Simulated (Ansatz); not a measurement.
# BaSnO3: response to strain

Consider BaSnO3 in the cubic perovskite structure (space group Pm-3m, No. 221).

```yaml
crystal:
  lattice:
    - [4.12186, 0.00000, 0.00000]
    - [0.00000, 4.12186, 0.00000]
    - [0.00000, 0.00000, 4.12186]
  atoms:
    - { symbol: Ba, position: [0.00000, 0.00000, 0.00000] }
    - { symbol: Sn, position: [0.50000, 0.50000, 0.50000] }
    - { symbol: O, position: [0.00000, 0.50000, 0.50000] }
    - { symbol: O, position: [0.50000, 0.50000, 0.00000] }
    - { symbol: O, position: [0.50000, 0.00000, 0.50000] }
```

Cartesian axes are those of the cell as printed.

Strains are applied to the cell and any free atomic positions relax; under biaxial strain the out-of-plane vector relaxes too; under stress the whole cell relaxes.

The values are results of PBEsol in Ansatz (plane waves to 420 eV, PAW, no spin-orbit coupling), not measurements.

Candidates:
(a) uniaxial strain ε_zz = +3.47 %
(b) biaxial strain +1.13 %, plane normal [001], relaxed out of plane
(c) strain tensor (xx, yy, zz, yz, xz, xy) = (+0.24, −2.41, −1.39, +0.98, +0.15, +1.67) %
(d) uniaxial stress, 8 GPa compression along z
(e) biaxial strain −0.93 %, plane normal [001], relaxed out of plane

Notes on the quantities. energy relative to the base: free energy F.

Problem. Order them by energy relative to the base, highest first.

Solution. (c) strain tensor (xx, yy, zz, yz, xz, xy) = (+0.24, −2.41, −1.39, +0.98, +0.15, +1.67) % (+19 meV/atom), (a) uniaxial strain ε_zz = +3.47 % (+13 meV/atom), (d) uniaxial stress, 8 GPa compression along z (+9.6 meV/atom), (b) biaxial strain +1.13 %, plane normal [001], relaxed out of plane (+3.4 meV/atom), (e) biaxial strain −0.93 %, plane normal [001], relaxed out of plane (+2.5 meV/atom)

Beyond what the load breaks, stability against distortions was not tested.

Ansatz is an electronic-structure program.
